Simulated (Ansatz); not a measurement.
One crystal and one scan (energy against volume) at two levels, PBEsol (plane waves to 420 eV, PAW, scalar-relativistic; Ansatz, a first-principles code) and r2SCAN (plane waves to 500 eV, PAW, scalar-relativistic; Ansatz), each from its own relaxed cell and on its own mesh. The cell shown is that of PBEsol.

GeO₂ (alpha-quartz type, space group P3_121)

```
CELL_PARAMETERS angstrom
      4.99075     0.00000     0.00000
     -2.49537     4.32211     0.00000
      0.00000     0.00000     5.69189
ATOMIC_POSITIONS crystal
  Ge 0.45119 0.00000 0.33333
  Ge 0.00000 0.45119 0.66667
  Ge 0.54881 0.54881 0.00000
  O  0.39422 0.30471 0.24566
  O  0.69529 0.08951 0.57899
  O  0.91049 0.60578 0.91233
  O  0.08951 0.69529 0.42101
  O  0.30471 0.39422 0.75434
  O  0.60578 0.91049 0.08767
```

Equation-of-state scan: isotropic scaling of the cell above, V₀ being its volume. The atoms relax within the cell's symmetry.

Energies are smeared free energies. GeO2 was relaxed with its symmetry unable to fall. With the shape held, the modulus is that of even scaling; a crystal free to change shape is softer. Percentages come from the unrounded values.

Results of PBEsol:

```
Item                                                                         Value
---------------------------------------------------------------------------  -----
Lattice constant a (Å)                                                       4.991
Lattice constant c (Å)                                                       5.692
Relaxed volume (Å³/atom)                                                     13.64
Bulk modulus at fixed cell shape B₀ (third-order Birch-Murnaghan fit) (GPa)   39.3
Pressure derivative B₀′ (fit)                                                  3.7
```

### Question
Estimate the r2SCAN values.

### Answer
```json
[
 {"quantity": "Lattice constant a (Å)", "r2SCAN": "4.989", "PBEsol − r2SCAN": "+0.002"},
 {"quantity": "Lattice constant c (Å)", "r2SCAN": "5.675", "PBEsol − r2SCAN": "+0.017 (+0.3 %)"},
 {"quantity": "Relaxed volume (Å³/atom)", "r2SCAN": "13.59", "PBEsol − r2SCAN": "+0.05 (+0.4 %)"},
 {"quantity": "Bulk modulus at fixed cell shape B₀ (third-order Birch-Murnaghan fit) (GPa)", "r2SCAN": "43.1", "PBEsol − r2SCAN": "-3.8 (-8.8 %)"},
 {"quantity": "Pressure derivative B₀′ (fit)", "r2SCAN": "3.9", "PBEsol − r2SCAN": "-0.2 (-7 %)"}
]
```

PBEsol gives the higher value for: lattice constant c. PBEsol gives the lower value for: bulk modulus at fixed cell shape B₀. They agree on: lattice constant a (within 0.2 %); relaxed volume (within 0.6 %).

(A scan under strain: stresses follow from slopes of the energy per volume, elastic moduli from its curvatures.)
